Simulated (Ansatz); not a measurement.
Fe:

```
CELL_PARAMETERS angstrom
0.00000 1.94174 1.96511
1.49844 0.00000 1.96511
1.49844 1.94174 0.00000
ATOMIC_POSITIONS crystal
Fe 0.00000 0.00000 0.00000
```

Base run:

```yaml
Program: Ansatz 0.2.0
Functional: LDA
Potentials_or_basis: Ansatz PAW
Cutoff: "420 eV (not typed: the program's choice for these potentials)"
k_mesh: 13 × 13 × 13
Occupations: fermi-dirac, width 0.05 eV
Spin: collinear spin, ferromagnetic start
Starting_moments: "[3.0] μB"
```

Its results: band gap on the k mesh none (metal or under the smearing width); pressure -18.7 GPa; net moment 2.14 μB per cell; site moments Fe +2.15 μB.

The run is repeated on the same cell with these changes: functional from LDA to PBE. What comes out?

Band gap on the k mesh none (metal or under the smearing width); pressure -1.1 GPa; net moment 2.17 μB per cell; site moments Fe +2.22 μB.

PBE binds less tightly than LDA, so the same cell stands under more pressure.

Caveats: so large a pressure means that the cell lies far from this level's equilibrium, or that cutoff or potentials fall short (some runs); the PAW data sets come from PBE, with cores solved anew for the run's functional, which leaves a small shift of forces and pressure (some runs).
